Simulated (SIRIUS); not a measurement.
Input of a SIRIUS 7.12.0 run:

File sirius.json:

```json
{
  "control": {
    "processing_unit": "cpu",
    "verbosity": 2,
    "num_bands_to_print": 16,
    "print_forces": true,
    "print_stress": true
  },
  "parameters": {
    "electronic_structure_method": "pseudopotential",
    "xc_functionals": ["XC_GGA_X_PBE_R", "XC_GGA_C_PBE"],
    "gk_cutoff": 9.2,
    "pw_cutoff": 18.4,
    "ngridk": [10, 10, 10],
    "shiftk": [0, 0, 0],
    "smearing": "fermi_dirac",
    "smearing_width": 0.0018374661,
    "num_bands": 16,
    "num_mag_dims": 0,
    "num_dft_iter": 100,
    "energy_tol": 1e-08,
    "density_tol": 1e-06
  },
  "iterative_solver": {
    "type": "davidson",
    "min_tolerance": 1e-10
  },
  "mixer": {
    "type": "anderson",
    "beta": 0.7,
    "max_history": 8
  },
  "settings": {
    "tol_ne": 1e-10,
    "pseudo_grid_cutoff": 6.5
  },
  "unit_cell": {
    "lattice_vectors": [
      [0.0, 4.178794843086, 4.178794843086],
      [4.178794843086, 0.0, 4.178794843086],
      [4.178794843086, 4.178794843086, 0.0]
    ],
    "atom_coordinate_units": "lattice",
    "atom_types": ["Ta", "N"],
    "atom_files": {
      "N": "N.json",
      "Ta": "Ta.json"
    },
    "atoms": {
      "Ta": [
        [0.5, 0.5, 0.5]
      ],
      "N": [
        [0.0, 0.0, 0.0]
      ]
    }
  }
}
```

Potentials or basis: PseudoDojo 0.4.1 PBE standard (scalar relativistic).

Command:

```sh
$ upf_to_json N.upf
$ upf_to_json Ta.upf
$ OMP_NUM_THREADS=1 sirius.scf --input=sirius.json --output=out.json --task=0
```

(1) Estimate the band gap on the k mesh.

(2) Estimate the pressure.

## Answers

(1) none (metal or under the smearing width).

(2) 1.1 GPa.

Caveat: the potentials were made for another functional, which shifts forces and pressure.
